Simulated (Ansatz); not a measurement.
FeSi2 (Linzhiite):

```
CELL_PARAMETERS angstrom
2.68400 0.00000 0.00000
0.00000 2.68400 0.00000
0.00000 0.00000 5.12800
ATOMIC_POSITIONS crystal
Fe 0.00000 0.00000 0.00000
Si 0.50000 0.50000 0.73000
Si 0.50000 0.50000 0.27000
```

Alike in all runs: program Ansatz 0.2.0; functional PBEsol; potentials or basis Ansatz PAW; cutoff 420 eV (not typed: the program's choice for these potentials); k mesh 8 × 8 × 5; occupations fermi-dirac, width 0.05 eV.

The same cell was started in several ways:

```csv
start,free energy over the lowest (meV/atom),net moment (μB),site or absolute moments (μB),gap
"collinear spin, program default start; fixed moment 0",0.0,0.00,-,-
"collinear spin, ferromagnetic start of up to 3 μB; fixed moment 3",700.9,3.00,Fe +2.27; Si +0.15,-
"collinear spin, ferromagnetic start of up to 2.2 μB; fixed moment 2.2",360.8,2.20,Fe +1.80; Si +0.07,-
"collinear spin, ferromagnetic start of up to 1.5 μB; fixed moment 1.5",164.8,1.50,Fe +1.32; Si +0.02,-
"collinear spin, ferromagnetic start of up to 0.8 μB; fixed moment 0.8",62.7,0.80,Fe +0.72; Si +0.01,-
"collinear spin, ferromagnetic start of up to 4.5 μB; fixed moment 4.5",1577.8,4.50,Fe +2.95; Si +0.32,-
"collinear spin, ferromagnetic start of up to 3.8 μB; fixed moment 3.8",1130.8,3.80,Fe +2.65; Si +0.24,-
"collinear spin, ferromagnetic start of up to 6 μB; fixed moment 6",2750.1,6.00,Fe +3.43; Si +0.54,-
```

All polarised runs hold their moment fixed, so the table maps the energy against it. A still lower state may exist.

Caveats: the total moment is fixed, so each spin has its own Fermi level; forces of over 1 eV/Å show positions far from the minimum, so gaps and moduli don't describe the material at rest (some runs).
